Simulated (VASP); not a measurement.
# GaP (F-43m) in VASP: band structure with PBE

Aim: the band structure of GaP with PBE.

Everything below comes from runs of VASP 6.6.1. Logs are shortened: lines on timing, memory, paths and dates and some standing lists are left out, and cuts for length are marked.

**Experimental background.**

“Stacking defects in GaP nanowires: Electronic structure and optical properties”, 2018, arxiv:1810.01194 quotes, for a bulk crystal of GaP at 10 K: band gap 2.34 eV (indirect).

The runs below are set against these values where they give the same quantity.

## 1. The structure

It takes space group F-43m (No. 216, cubic). The conventional cell has a = 5.506 Å, b = 5.506 Å, c = 5.506 Å, α = 90.00°, β = 90.00°, γ = 90.00°. Around Ga (site symmetry -43m) lie 4 P at 2.38 Å. P (site symmetry -43m) is surrounded by 4 Ga at 2.38 Å.

## 2. Band structure, PBE

The input, POSCAR:

```
GaP
1.0
    0.0000000000      2.7529800000      2.7529800000
    2.7529800000      0.0000000000      2.7529800000
    2.7529800000      2.7529800000      0.0000000000
Ga P
1 1
Direct
    0.0000000000      0.0000000000      0.0000000000
    0.2500000000      0.2500000000      0.2500000000
```

The input, INCAR.step1:

```
SYSTEM = GaP
PREC = Accurate ; ENCUT = 520
EDIFF = 1E-7 ; ISMEAR = 0
SIGMA = 0.02 ; LREAL = .FALSE.
LASPH = .TRUE. ; NELM = 80
ALGO = Normal ; ISIF = 2
LWAVE = .FALSE. ; LCHARG = .TRUE.
GGA = PE
```

The input, KPOINTS.step1:

```
Automatic mesh
0
G
  8 8 8
  0 0 0
```

The input, INCAR.step2:

```
SYSTEM = GaP
PREC = Accurate ; ENCUT = 520
EDIFF = 1E-7 ; ISMEAR = 0
SIGMA = 0.05 ; LREAL = .FALSE.
LASPH = .TRUE. ; NELM = 80
ALGO = Normal ; ISIF = 2
LWAVE = .FALSE. ; LCHARG = .FALSE.
GGA = PE ; ICHARG = 11
```

The input, KPOINTS.step2:

```
path GXWKGLUWLK,UX
20
line-mode
reciprocal
 0.0000000000  0.0000000000  0.0000000000  G
 0.5000000000  0.0000000000  0.5000000000  X

 0.5000000000  0.0000000000  0.5000000000  X
 0.5000000000  0.2500000000  0.7500000000  W

 0.5000000000  0.2500000000  0.7500000000  W
 0.3750000000  0.3750000000  0.7500000000  K

 0.3750000000  0.3750000000  0.7500000000  K
 0.0000000000  0.0000000000  0.0000000000  G

 0.0000000000  0.0000000000  0.0000000000  G
 0.5000000000  0.5000000000  0.5000000000  L

 0.5000000000  0.5000000000  0.5000000000  L
 0.6250000000  0.2500000000  0.6250000000  U

 0.6250000000  0.2500000000  0.6250000000  U
 0.5000000000  0.2500000000  0.7500000000  W

 0.5000000000  0.2500000000  0.7500000000  W
 0.5000000000  0.5000000000  0.5000000000  L

 0.5000000000  0.5000000000  0.5000000000  L
 0.3750000000  0.3750000000  0.7500000000  K

 0.6250000000  0.2500000000  0.6250000000  U
 0.5000000000  0.0000000000  0.5000000000  X
```

Potentials or basis: VASP PAW PBE potentials, release 64 (Ga_d, P).

Started as:

```bash
$ cat potpaw_PBE.64/Ga_d/POTCAR potpaw_PBE.64/P/POTCAR > POTCAR
$ cp INCAR.step1 INCAR
$ cp KPOINTS.step1 KPOINTS
$ mpirun -np 1 vasp_std > vasp.out
$ cp INCAR.step2 INCAR
$ cp KPOINTS.step2 KPOINTS
$ mpirun -np 1 vasp_std > vasp.out
```

OUTCAR:

```text
SYSTEM = GaP
   PREC = Accurate
   ENCUT = 520
   EDIFF = 1E-7
   ISMEAR = 0
   LREAL = .FALSE.
   LASPH = .TRUE.
   NELM = 80
   ISIF = 2
   GGA = PE
   ICHARG = 11

 ion  position               nearest neighbor table
   1  0.000  0.000  0.000-   2 2.38   2 2.38   2 2.38   2 2.38
   2  0.250  0.250  0.250-   1 2.38   1 2.38   1 2.38   1 2.38

  LATTYP: Found a face centered cubic cell.
 ALAT       =     5.5059600000

  Lattice vectors:

 A1 = (   0.0000000000,   2.7529800000,   2.7529800000)
 A2 = (   2.7529800000,   0.0000000000,   2.7529800000)
 A3 = (   2.7529800000,   2.7529800000,   0.0000000000)

Analysis of symmetry for initial positions (statically):
=====================================================================
 Subroutine PRICEL returns:
 Original cell was already a primitive cell.

 Routine SETGRP: Setting up the symmetry group for a
 face centered cubic supercell.

 Subroutine GETGRP returns: Found 24 space group operations
 (whereof 24 operations were pure point group operations)
 out of a pool of 48 trial point group operations.

The static configuration has the point symmetry T_d .

Analysis of symmetry for dynamics (positions and initial velocities):
=====================================================================
 Subroutine PRICEL returns:
 Original cell was already a primitive cell.

 Routine SETGRP: Setting up the symmetry group for a
 face centered cubic supercell.

 Subroutine GETGRP returns: Found 24 space group operations
 (whereof 24 operations were pure point group operations)
 out of a pool of 48 trial point group operations.

The dynamic configuration has the point symmetry T_d .

 Subroutine INISYM returns: Found 24 space group operations
 (whereof 24 operations are pure point group operations),
 and found     1 'primitive' translations

----------------------------------------------------------------------------------------

                                     Primitive cell

  volume of cell :      41.7291

  direct lattice vectors                    reciprocal lattice vectors
     0.000000000  2.752980000  2.752980000    -0.181621370  0.181621370  0.181621370
     2.752980000  0.000000000  2.752980000     0.181621370 -0.181621370  0.181621370
     2.752980000  2.752980000  0.000000000     0.181621370  0.181621370 -0.181621370

  length of vectors
     3.893301653  3.893301653  3.893301653     0.314577441  0.314577441  0.314577441

  position of ions in fractional coordinates (direct lattice)
     0.000000000  0.000000000  0.000000000
     0.250000000  0.250000000  0.250000000

  ion indices of the primitive-cell ions
   primitive index   ion index
                 1           1
                 2           2

----------------------------------------------------------------------------------------

 KPOINTS: path GXWKGLUWLK,UX

Interpolating k-points between supplied coordinates.

 Line segments in fractional coordinates (reciprocal lattice):
    0.000000  0.000000  0.000000  ...  0.500000  0.000000  0.500000
    0.500000  0.000000  0.500000  ...  0.500000  0.250000  0.750000
    0.500000  0.250000  0.750000  ...  0.375000  0.375000  0.750000
    0.375000  0.375000  0.750000  ...  0.000000  0.000000  0.000000
    0.000000  0.000000  0.000000  ...  0.500000  0.500000  0.500000
    0.500000  0.500000  0.500000  ...  0.625000  0.250000  0.625000
    0.625000  0.250000  0.625000  ...  0.500000  0.250000  0.750000
    0.500000  0.250000  0.750000  ...  0.500000  0.500000  0.500000
    0.500000  0.500000  0.500000  ...  0.375000  0.375000  0.750000
    0.625000  0.250000  0.625000  ...  0.500000  0.000000  0.500000

 Generated    20 points on each line segment, for a total of    200 k-points:

 Following reciprocal coordinates:
            Coordinates               Weight
  0.000000  0.000000  0.000000      0.005000
  0.026316  0.000000  0.026316      0.005000
  0.052632  0.000000  0.052632      0.005000
  0.078947  0.000000  0.078947      0.005000
  0.105263  0.000000  0.105263      0.005000
  0.131579  0.000000  0.131579      0.005000
[... 16 lines left out ...]
  0.500000  0.026316  0.526316      0.005000
  0.500000  0.039474  0.539474      0.005000
 [... further k-points ...]
   k-points           NKPTS =    200   k-points in BZ     NKDIM =    200   number of bands    NBANDS=     13
   number of dos      NEDOS =    301   number of ions     NIONS =      2
   total plane-waves  NPLWV =  27000
   dimension x,y,z NGX =    30 NGY =   30 NGZ =   30
   dimension x,y,z NGXF=    60 NGYF=   60 NGZF=   60
   ions per type =               1   1
   NGX,Y,Z   is equivalent  to a cutoff of  12.81, 12.81, 12.81 a.u.
   NGXF,Y,Z  is equivalent  to a cutoff of  25.62, 25.62, 25.62 a.u.
 SYSTEM =  GaP
   PREC   = accura    normal or accurate (medium, high low for compatibility)
   ISTART =      0    job   : 0-new  1-cont  2-samecut
   ICHARG =     11    charge: 1-file 2-atom 10-const
   ISPIN  =      1    spin polarized calculation?
   LNONCOLLINEAR =      F non collinear calculations
   LSORBIT =      F    spin-orbit coupling
   LASPH  =      T    aspherical Exc in radial PAW
   ENCUT  =  520.0 eV  38.22 Ry    6.18 a.u.   7.24  7.24  7.24*2*pi/ulx,y,z
   NELM   =     80;   NELMIN=  2; NELMDL=  0     # of ELM steps
   EDIFF  = 0.1E-06   stopping-criterion for ELM
   LREAL  =      F    real-space projection
   EDIFFG = 0.1E-05   stopping-criterion for IOM
   NSW    =      0    number of steps for IOM
   IBRION =     -1    ionic relax: 0-MD 1-quasi-New 2-CG
   NFREE  =      0    steps in history (QN), initial steepest desc. (CG)
   ISIF   =      2    stress and relaxation
   ISYM   =      2    0-nonsym 1-usesym 2-fastsym
   POTIM  = 0.5000    time-step for ionic-motion
   TEBEG  =    0.0;   TEEND  =   0.0 temperature during run
   PSTRESS=    0.0 pullay stress
   NELECT =      18.0000    total number of electrons
   NUPDOWN=      -1.0000    fix difference up-down
   EMIN   =  10.00;   EMAX   =-10.00  energy-range for DOS
   EFERMI =   0.00;   METHOD = LEGACY
   ISMEAR =     0;   SIGMA  =   0.05  broadening in eV -4-tet -1-fermi 0-gaus
   EFERMI_NEDOS =   21; number of points for ismear=-14 and -15
   IALGO  =     38    algorithm
   IMIX   =      4    mixing-type and parameters
     AMIX     =   0.40;   BMIX     =  1.00
     AMIX_MAG =   1.60;   BMIX_MAG =  1.00
  volume/ion in A,a.u.               =      20.86       140.80
  Fermi-wavevector in a.u.,A,eV,Ry     =   1.236951  2.337499 20.817575  1.530049
  Thomas-Fermi vector in A             =   2.371539
   LORBIT       =      0    0 simple, 1 ext, 2 COOP (PROOUT), +10 PAW based schemes
   GGA     = PE    functional components
   LHFCALC =     F    Hartree Fock is set to
   AEXX    =    0.0000 exact exchange contribution
   IVDW    =     0    specifies the selected vdW correction
   LEPSILON=     F    determine dielectric tensor
   LRPA    =     F    only Hartree local field effects (RPA)
 non-spin polarized calculation
 Gauss-broadening in eV      SIGMA  =   0.05
  energy-cutoff  :      520.00
  volume of cell :       41.73
 maximum number of plane-waves:      1158
 NGX is ok and might be reduce to    30

 number of electron      18.0000003 magnetization

 Free energy of the ion-electron system (eV)
  ---------------------------------------------------
  ext. energy  EPLUGINS =         0.00000000
  ---------------------------------------------------
  free energy    TOTEN  =        -9.34672757 eV

  energy without entropy =       -9.34672757  energy(sigma->0) =       -9.34672757

 E-fermi :   4.6379     XC(G=0):  -9.6951

 val. band max:        4.3477681789   @ k =   0.0000   0.0000   0.0000
 cond. band min:       5.9221972774   @ k =   0.0000   0.0000   0.0000
 fundamental gap:      1.5744290985
 Fermi energy:         4.6378758055

 k-point     1 :       0.0000    0.0000    0.0000
  band No.  band energies     occupation
      1     -10.1563      2.00000
      2     -10.1563      2.00000
      3     -10.1563      2.00000
      4     -10.0643      2.00000
      5     -10.0643      2.00000
      6      -7.9208      2.00000
      7       4.3478      2.00000
      8       4.3478      2.00000
      9       4.3478      2.00000
     10       5.9222      0.00000
     11       8.2407      0.00000
     12       8.2407      0.00000
     13       8.2407      0.00000

 k-point     2 :       0.0263    0.0000    0.0263
  band No.  band energies     occupation
      1     -10.1572      2.00000
      2     -10.1559      2.00000
      3     -10.1559      2.00000
      4     -10.0645      2.00000
      5     -10.0642      2.00000
      6      -7.9092      2.00000
      7       4.2171      2.00000
      8       4.3134      2.00000
      9       4.3134      2.00000
     10       6.0486      0.00000
     11       8.2064      0.00000
     12       8.2881      0.00000
     13       8.2881      0.00000

 k-point     3 :       0.0526    0.0000    0.0526
  band No.  band energies     occupation
      1     -10.1601      2.00000
      2     -10.1547      2.00000
      3     -10.1547      2.00000
      4     -10.0649      2.00000
      5     -10.0638      2.00000
      6      -7.8745      2.00000
      7       3.9062      2.00000
      8       4.2156      2.00000
      9       4.2156      2.00000
     10       6.3441      0.00000
     11       8.1105      0.00000
     12       8.4248      0.00000
     13       8.4248      0.00000

 k-point     4 :       0.0789    0.0000    0.0789
  band No.  band energies     occupation
      1     -10.1646      2.00000
      2     -10.1529      2.00000
      3     -10.1529      2.00000
      4     -10.0657      2.00000
      5     -10.0631      2.00000
      6      -7.8168      2.00000
      7       3.5171      2.00000
      8       4.0672      2.00000
      9       4.0672      2.00000
     10       6.6960      0.00000
     11       7.9734      0.00000
     12       8.6380      0.00000
     13       8.6380      0.00000

 k-point     5 :       0.1053    0.0000    0.1053
  band No.  band energies     occupation
      1     -10.1706      2.00000
      2     -10.1503      2.00000
      3     -10.1503      2.00000
      4     -10.0669      2.00000
      5     -10.0623      2.00000
      6      -7.7365      2.00000
      7       3.0962      2.00000
      8       3.8836      2.00000
      9       3.8836      2.00000
     10       7.0271      0.00000
     11       7.8338      0.00000
     12       8.9120      0.00000
     13       8.9120      0.00000
[... 257 lines left out ...]
 k-point    22 :       0.5000    0.0132    0.5132
  band No.  band energies     occupation
      1     -10.2620      2.00000
      2     -10.0976      2.00000
      3     -10.0976      2.00000
      4     -10.0954      2.00000
      5     -10.0448      2.00000
      6      -5.0932      2.00000
      7      -2.2657      2.00000
      8       1.7623      2.00000
      9       1.7634      2.00000
     10       6.0764      0.00000
     11       6.2077      0.00000
     12      14.6729      0.00000
     13      14.7060      0.00000

 k-point    23 :       0.5000    0.0263    0.5263
  band No.  band energies     occupation
      1     -10.2617      2.00000
      2     -10.0981      2.00000
      3     -10.0980      2.00000
      4     -10.0948      2.00000
      5     -10.0450      2.00000
      6      -5.0916      2.00000
      7      -2.2622      2.00000
      8       1.7416      2.00000
      9       1.7458      2.00000
     10       6.1172      0.00000
     11       6.2490      0.00000
     12      14.5420      0.00000
     13      14.6073      0.00000

 k-point    24 :       0.5000    0.0395    0.5395
  band No.  band energies     occupation
      1     -10.2612      2.00000
      2     -10.0987      2.00000
      3     -10.0986      2.00000
      4     -10.0940      2.00000
      5     -10.0452      2.00000
      6      -5.0889      2.00000
      7      -2.2564      2.00000
      8       1.7082      2.00000
      9       1.7175      2.00000
     10       6.1842      0.00000
     11       6.3166      0.00000
     12      14.3672      0.00000
     13      14.4754      0.00000

 [... further k-points ...]
[... 5 lines left out ...]
  --------------------------------------------------------------------------------------
  -------------------------------------------------------------------------------------
  Total       -0.9092467     -0.9092467     -0.9092467      0.0000000      0.0000000      0.0000000
  in kB      -34.9102648    -34.9102648    -34.9102648      0.0000000      0.0000000      0.0000000
  external PRESSURE =     -34.9102648 kB  Pullay stress =       0.0000000 kB

 VOLUME and BASIS-vectors are now :
 -----------------------------------------------------------------------------
  energy-cutoff  :      520.00
  volume of cell :       41.73
      direct lattice vectors                 reciprocal lattice vectors
     0.000000000  2.752980000  2.752980000    -0.181621370  0.181621370  0.181621370
     2.752980000  0.000000000  2.752980000     0.181621370 -0.181621370  0.181621370
     2.752980000  2.752980000  0.000000000     0.181621370  0.181621370 -0.181621370

 POSITION                                       TOTAL-FORCE (eV/Angst)
 -----------------------------------------------------------------------------------
      0.00000      0.00000      0.00000        -0.000000      0.000000     -0.000000
      1.37649      1.37649      1.37649         0.000000     -0.000000      0.000000
 -----------------------------------------------------------------------------------
    total drift:                                0.000002      0.000002      0.000002

  FREE ENERGIE OF THE ION-ELECTRON SYSTEM (eV)
  ---------------------------------------------------
  free  energy   TOTEN  =        -9.3467275694 eV

  energy  without entropy=       -9.3467275694  energy(sigma->0) =       -9.34672757
```

Wall time 97 s (1 thread of Intel Xeon Platinum 8259CL at 2.50GHz (Skylake/Cascade Lake), shared host); peak memory 0.24 GiB.

What came out:

```
Band gap on the k mesh  : 1.58 eV, direct
Band gap along the path : 1.57 eV, direct
```

Levels at the corners of the path, in eV from the valence-band top:
| point | band 6 | band 7 | band 8 | band 9 | band 10 | band 11 | band 12 | band 13 |
| --- | --- | --- | --- | --- | --- | --- | --- | --- |
| Γ | -12.27 | 0.00 | 0.00 | 0.00 | 1.57 | 3.89 | 3.89 | 3.89 |
| X | -9.44 | -6.61 | -2.58 | -2.58 | 1.71 | 1.85 | 10.37 | 10.39 |
| X | -9.44 | -6.61 | -2.58 | -2.58 | 1.71 | 1.85 | 10.37 | 10.72 |
| W | -9.36 | -6.42 | -3.43 | -3.28 | 4.70 | 4.73 | 6.02 | 6.16 |
| W | -9.36 | -6.42 | -3.43 | -3.28 | 4.70 | 4.73 | 6.02 | 6.16 |
| K | -9.48 | -6.42 | -3.78 | -2.17 | 2.21 | 4.75 | 8.13 | 8.15 |
| K | -9.48 | -6.42 | -3.78 | -2.17 | 2.21 | 4.75 | 8.13 | 8.15 |
| Γ | -12.27 | 0.00 | 0.00 | 0.00 | 1.57 | 3.89 | 3.89 | 3.89 |
| Γ | -12.27 | 0.00 | 0.00 | 0.00 | 1.57 | 3.89 | 3.89 | 3.89 |
| L | -10.30 | -6.46 | -1.07 | -1.07 | 1.58 | 4.73 | 4.73 | 8.22 |
| L | -10.30 | -6.46 | -1.07 | -1.07 | 1.58 | 4.73 | 4.73 | 8.22 |
| U | -9.48 | -6.42 | -3.78 | -2.17 | 2.21 | 4.75 | 8.13 | 8.15 |
| U | -9.48 | -6.42 | -3.78 | -2.17 | 2.21 | 4.75 | 8.13 | 8.15 |
| W | -9.36 | -6.42 | -3.43 | -3.28 | 4.70 | 4.73 | 6.02 | 6.16 |
| W | -9.36 | -6.42 | -3.43 | -3.28 | 4.70 | 4.73 | 6.02 | 6.16 |
| L | -10.30 | -6.46 | -1.07 | -1.07 | 1.58 | 4.73 | 4.73 | 8.22 |
| L | -10.30 | -6.46 | -1.07 | -1.07 | 1.58 | 4.73 | 4.73 | 8.22 |
| K | -9.48 | -6.42 | -3.78 | -2.17 | 2.21 | 4.75 | 8.13 | 8.15 |
| U | -9.48 | -6.42 | -3.78 | -2.17 | 2.21 | 4.75 | 8.13 | 8.15 |
| X | -9.44 | -6.61 | -2.58 | -2.58 | 1.71 | 1.85 | 10.37 | 10.37 |

Caveat: the log is that of the step along the path at fixed density, whose energy, stress, charges and moments have no meaning.

## 3. Against experiment

Step 2. Against the measured gap of GaP, 2.34 eV (indirect; 10 K; quoted in “Stacking defects in GaP nanowires: Electronic structure and optical properties”, 2018, arxiv:1810.01194), the calculated 1.57 eV is off by -0.77 eV. Spin-orbit coupling on Ga is left out. The value is that of PBE, without temperature or zero-point motion. Semilocal functionals fall short of measured gaps as a rule.
